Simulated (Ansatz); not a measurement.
# CdS (Hawleyite) (F-43m) in Ansatz: further runs, part 2 of 2

Ansatz 0.2.0.

### 4 Phonons, PBE

Contents of input.yaml:

```yaml
crystal:
  lattice:
    - [0.0, 2.9165, 2.9165]
    - [2.9165, 0.0, 2.9165]
    - [2.9165, 2.9165, 0.0]
  atoms:
    - { symbol: Cd, position: [0.0, 0.0, 0.0] }
    - { symbol: S, position: [0.75, 0.75, 0.75] }
hamiltonian:
  xc: pbe
  pseudopotentials: { kind: paw }
kpoints:
  mp_grid: { grid: [6, 6, 6] }
scf:
  occupations: { method: fixed }
phonons:
  method: dfpt
  dielectric: true
  rigid_motions: translations
  qmesh: [2, 2, 2]
  temperatures: { t_max: 1000, t_step: 100 }
  qpath:
    path:
      - [[0.0, 0.0, 0.0], [0.5, 0.0, 0.5], [0.5, 0.25, 0.75], [0.375, 0.375, 0.75], [0.0, 0.0, 0.0], [0.5, 0.5, 0.5], [0.625, 0.25, 0.625], [0.5, 0.25, 0.75], [0.5, 0.5, 0.5], [0.375, 0.375, 0.75]]
      - [[0.625, 0.25, 0.625], [0.5, 0.0, 0.5]]
    npoints: 8
```

Potentials or basis: Ansatz PAW.

Launch:

```console
> ansatz run input.yaml --threads 2 --pin off --max-ram 5632MiB --backend cpu --events-out ev --progress --plain --runs-dir out
```

The program printed:

```text
Warning: phonons: the dynamical matrix that this run interpolates holds no multipole term above the dipole-dipole one, and a site of this crystal is no centre of inversion, so its interpolated transverse optical and acoustic branches and sound speeds can stay off near Gamma, and the density of states and the thermodynamics with them. What a run solves at a wave vector of phonons.qpoints, Gamma apart, where the deck admits one, is free of this, and under fd what a larger phonons.supercell samples
Warning: RAYON_NUM_THREADS=2 ignored (pool sized by the plan → 2); use --threads N
Engine: ansatz 0.2.0, x86_64-unknown-linux-gnu
Pseudopotentials: kind: paw
Pseudopotential: Cd, paw, valence charge 20, recommended cutoff 420 eV (normal), Cd.paw.azcp
Pseudopotential: S, paw, valence charge 6, recommended cutoff 420 eV (normal), S.paw.azcp
Functional definition: PBE
  parameter kappa = 0.804
  parameter beta = 0.06672455060314922
  exchange = pbe_x(kappa = kappa, mu = beta*pi^2/3)
  correlation = pbe_c(beta = beta)
Crystal: 2 atoms, lattice volume = 49.615 Å³
Basis set: ecut = 420 eV, 941 PW (Γ), exchange–correlation on 60×60×60 points (8 copies of the dense FFT grid, shifted against one another)
Bands: 17, of which v1, the nominal top of the filled ones, is band 13 counted from 1 (12 counted from 0)
Symmetry: 24 space group operations
k-points: 46 of 216 (irreducible under 4 space group operations, time reversal used)
Non-local potential: Cd, projectors of the file, l = 0: 3, l = 1: 2, l = 2: 2, l = 3: 1
Non-local potential: S, projectors of the file, l = 0: 2, l = 1: 2, l = 2: 2
PAW form: soft (Blöchl's): semilocal exchange-correlation on the pseudo side does not see the compensation charge
PAW one-centre angular grid: Cd, 590 points (default); XC on 64 Gauss nodes
PAW one-centre angular grid: S, 110 points (default); XC on 64 Gauss nodes
Initial density: superposition of atomic densities (neutral atoms: chi_scale 0, normalization atom), corrected by the library's trained network
Initial wavefunctions: pseudopotential atomic-orbital guess
Functional: x = pbe(κ = 0.804, μ = 0.2195149727645171), c = pbe(β = 0.06672455060314922)
SCF iter   1: F=—  HF=-9157.804960 eV  |F-HF|=—  |Δ(HF+E_count)|=         —  Δρ=5.61e-4  dr2=1.70e-4  ethr=1.77e-3  ⟨swp⟩=4.9  Hψ=3371  notcnv=0  defer=88
preconditioner: auto → none  [insulator: Δε(μ)=1.140 eV  Ē_g=12.375 eV  n_scr=14 (ndim 8)  ℏωp=22.4 eV  f_vac=0.128  ε∞_Penn≈4.3]
SCF iter   2: F=—  HF=-9157.805615 eV  |F-HF|=—  |Δ(HF+E_count)|=   6.55e-4  Δρ=3.11e-4  dr2=2.67e-5  ethr=6.53e-7  ⟨swp⟩=2.6  Hψ=1886  notcnv=0  defer=88
SCF iter   3: F=—  HF=-9157.805634 eV  |F-HF|=—  |Δ(HF+E_count)|=   1.90e-5  Δρ=1.13e-4  dr2=2.55e-6  ethr=1.03e-7  ⟨swp⟩=2.2  Hψ=1232  notcnv=0  defer=88
SCF iter   4: F=—  HF=-9157.805672 eV  |F-HF|=—  |Δ(HF+E_count)|=   3.78e-5  Δρ=2.87e-5  dr2=2.07e-7  ethr=9.83e-9  ⟨swp⟩=2.0  Hψ=1196  notcnv=0  defer=2
SCF iter   5: F=—  HF=-9157.805673 eV  |F-HF|=—  |Δ(HF+E_count)|=   1.39e-6  Δρ=7.44e-6  dr2=3.60e-8  ethr=7.97e-10  ⟨swp⟩=2.0  Hψ=1196  notcnv=0  defer=7
SCF iter   6: F=—  HF=-9157.805673 eV  |F-HF|=—  |Δ(HF+E_count)|=   7.72e-8  Δρ=3.48e-6  dr2=4.07e-9  ethr=1.38e-10  ⟨swp⟩=2.0  Hψ=1196  notcnv=0  defer=12
SCF iter   7: F=-9157.805673 eV  HF=-9157.805673 eV  |F-HF|=1.16e-10  |Δ(HF+E_count)|=   3.85e-9  Δρ=2.53e-7  dr2=2.65e-11  ethr=1.00e-12  ⟨swp⟩=7.0  Hψ=5009  notcnv=0
[... 61 lines left out ...]
       -0.000000     0.000000     9.531770
  ε⁰ − ε∞ (ionic part):
        3.381486    -0.000000    -0.000000
       -0.000000     3.381486     0.000000
       -0.000000     0.000000     3.381486
  softest optical mode at Γ: 235.81 cm⁻¹; the repairs (sum rule, projections) moved no ω² at Γ by more than (0.70 cm⁻¹)²
  Born effective charges Z* (e; rows j = field, columns β = displacement):
    site 0:
         2.17474   -0.00000   -0.00000
         0.00000    2.17474    0.00000
        -0.00000    0.00000    2.17474
    site 1:
        -2.17474    0.00000    0.00000
        -0.00000   -2.17474   -0.00000
         0.00000   -0.00000   -2.17474
  Z* charge neutrality: 4.428e-4 e pre-enforcement
  solved inside a basis spanned on kpoints, on 8×8×8 k-points transformed towards the longest dipole: ε∞ is read to err by 1.6e-2, Z* by 2.1e-2 e (field_mesh: kpoints solves on kpoints); Z* is corrected for what the basis lacks
  optical modes at Γ without the LO–TO term, one row a degenerate level:
      ω (cm⁻¹)  modes    IR ((D/Å)²/amu)
        235.81      3            13.1221
  optical modes at Γ + LO–TO along q̂ = [1.0000, 0.0000, 0.0000]:
      ω (cm⁻¹)  modes    IR ((D/Å)²/amu)
        235.81      2             8.7481
        293.56      1             4.3740
  optical modes at Γ + LO–TO along q̂ = [0.0000, 1.0000, 0.0000]:
      ω (cm⁻¹)  modes    IR ((D/Å)²/amu)
        235.81      2             8.7481
        293.56      1             4.3740
  optical modes at Γ + LO–TO along q̂ = [0.0000, 0.0000, 1.0000]:
      ω (cm⁻¹)  modes    IR ((D/Å)²/amu)
        235.81      2             8.7481
        293.56      1             4.3740
--- Phonons (arbitrary-q DFPT): 3 irreducible q on the 2×2×2 mesh ---
  q = [0.0000, 0.0000, 0.0000] (star 1, of the zone-centre solve; hermiticity 1.78e-6, symmetrization 7.13e-13): -0.00 -0.00 -0.00 235.81 235.81 235.81
  q = [0.0000, 0.0000, -0.5000] (star 4, 2 solved perturbations on 68 of 216 k-point pairs; hermiticity 1.37e-6, symmetrization 6.38e-13): 37.58 37.58 135.90 255.29 255.29 300.41
  q = [0.0000, -0.5000, -0.5000] (star 3, 4 solved perturbations in 152 linear systems a pass and spin channel, the states on 46 of 216 k-point pairs; hermiticity 7.96e-7, symmetrization 1.83e-13): 48.47 48.47 149.17 277.61 277.61 289.22
  sum rule: each row above includes the acoustic sum rule's correction from the zone centre's row sums; it moved no ω² by more than (0.50 cm⁻¹)²
  mesh force constants: q→R imaginary residual 4.90e-17; ASR residual 1.047e-4 → 0.000e0 eV/Å²; symmetrization residual 4.441e-15 eV/Å²
  interpolated dispersion: 83 rows × 6 modes
  density of states and harmonic sums: on the 18×18×18 q-mesh, interpolated from the force constants of a 2×2×2 supercell (with the dipole–dipole term)
  largest difference from the sums on the solved wave vectors: F 6.13e-2 eV, S 9.37e-5 and C_V 3.22e-5 eV/K
  zero-point energy: 0.064707 eV/cell   skipped modes (ω ≤ 0): 3   left out of the sums: 8.57e-5 of the cell's modes: C_V's classical limit lies that fraction below 3 k_B per atom; for a crystal, a wire or a layer, F and S can be off by more, and a phonons.interpolated_qmesh denser along its periods is the remedy for the sampling
```

phbands.tsv:

```text
# q_distance	omega_0_inv_cm	omega_1_inv_cm	omega_2_inv_cm	omega_3_inv_cm	omega_4_inv_cm	omega_5_inv_cm	omega_0_thz	omega_1_thz	omega_2_thz	omega_3_thz	omega_4_thz	omega_5_thz
# format = ansatz-phbands/1
[... 83 lines left out ...]
6.771810	48.207641	56.122940	146.825302	276.685954	277.933909	289.012567	1.445229	1.682523	4.401712	8.294836	8.332249	8.664379
6.819415	48.354009	52.092233	148.116574	277.194795	277.776039	289.111478	1.449617	1.561686	4.440423	8.310091	8.327516	8.667344
6.867020	48.440994	49.413417	148.906961	277.502213	277.651621	289.192953	1.452224	1.481377	4.464118	8.319307	8.323786	8.669787
6.914625	48.469850	48.469850	149.173053	277.605039	277.605039	289.223912	1.453090	1.453090	4.472096	8.322390	8.322390	8.670715
```

Wall time 55 s (2 threads of Intel Xeon at 2.50GHz (Skylake/Cascade Lake), shared host); peak memory 0.57 GiB.

What came out:

* Free energy: -9157.8057 eV
* Band gap on the k mesh: 1.14 eV, direct
* Electronic dielectric tensor (diagonal): 6.15
* Born charges (mean of the diagonal): Cd +2.17; S -2.17 e
* Highest phonon frequency, LO-TO splitting left out: 300 cm⁻¹
* Static dielectric tensor (diagonal): 9.53

Phonon frequencies in cm⁻¹ (negative: imaginary):
```tsv
q point	frequencies
(0.000, 0.000, 0.000)	0 0 0 236 236 236
(0.000, 0.000, -0.500)	38 38 136 255 255 300
(0.000, -0.500, -0.500)	48 48 149 278 278 289
```

Electronic dielectric tensor:
```
6.15 0.00 0.00
0.00 6.15 0.00
0.00 0.00 6.15
```

Born effective charge tensors (e):
atom 1, Cd
```
2.17 0.00 0.00
0.00 2.17 0.00
0.00 0.00 2.17
```
atom 2, S
```
-2.17  0.00  0.00
 0.00 -2.17  0.00
 0.00  0.00 -2.17
```

Static dielectric tensor, electrons and zone-centre modes:
```
9.53 0.00 0.00
0.00 9.53 0.00
0.00 0.00 9.53
```

Caveat: the q mesh is small, so phonon branches between its points and thermal values are rough. A hybrid or GW would open this gap; PBE tends to underestimate it.

### 5 Overview

```csv
task,level,k mesh,cutoff (eV),smearing,points for each segment of the path,q mesh,gap on the mesh (eV)
band structure,r2SCAN,8 × 8 × 8,500,fermi-dirac 0.05 eV,14,-,1.60
Born charges and dielectric tensor,LDA,8 × 8 × 8,420,fixed,-,-,0.86
phonons,PBE,6 × 6 × 6,420,fixed,8,2 × 2 × 2,1.14
```

Alike in all rows: potentials or basis Ansatz PAW; no spin polarisation; cell as given.

On the cell as given the gap runs from 0.86 eV (LDA) to 1.60 eV (r2SCAN); the meshes differ, which moves gaps too.

Caveats: the PAW data sets come from PBE, with cores solved anew for the run's functional, which leaves a small shift of forces and pressure (some runs).

Total energies depend on the potentials used, so only differences within one code and one set of settings carry meaning.
